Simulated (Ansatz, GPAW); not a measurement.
## CoO: programs and potentials compared

```
Co O
1.0
     2.99810    0.00000    0.00000
    -0.03590    2.99789    0.00000
    -1.48110   -1.49894    2.13263
Co O
1 1
Direct
  0.00000 0.00000 0.00000
  0.50000 0.50000 0.00000
```

Alike in all runs: task single point; functional RPBE; k mesh 12 × 12 × 12; occupations gaussian, width 0.05 eV; collinear spin, ferromagnetic start; no spin-orbit coupling. Pressure is positive in compression and, in plane waves, holds the error of the finite cutoff, which Ansatz's Pulay term estimates and takes out.

| program and potentials | plane-wave cutoff (eV) | notes | band gap (eV) | pressure (GPa) | net moment per atom (μB) |
| --- | --- | --- | --- | --- | --- |
| Ansatz, Ansatz PAW | 420 | potentials made for PBE, which Ansatz adapts in part; 11.5 valence electrons an atom on average; Pulay term of +0.69 GPa included | no gap | 8.05 | 1.46 |
| GPAW, the program's PAW data sets (release 1.2.1) made for this functional | 800 | 7.5 valence electrons an atom on average | no gap | 6.82 | 1.49 |
| Ansatz, all-electron LAPW, scalar-relativistic | - | - | ? | ? | ? |

**Question.** Estimate from the other rows what the run with Ansatz, all-electron LAPW, scalar-relativistic gave.

**Answer.** No band gap; pressure 8.21 GPa; net moment per atom 1.45 μB. The other rows, which needn't bracket it: pressure 6.82 to 8.05; net moment per atom 1.46 to 1.49.
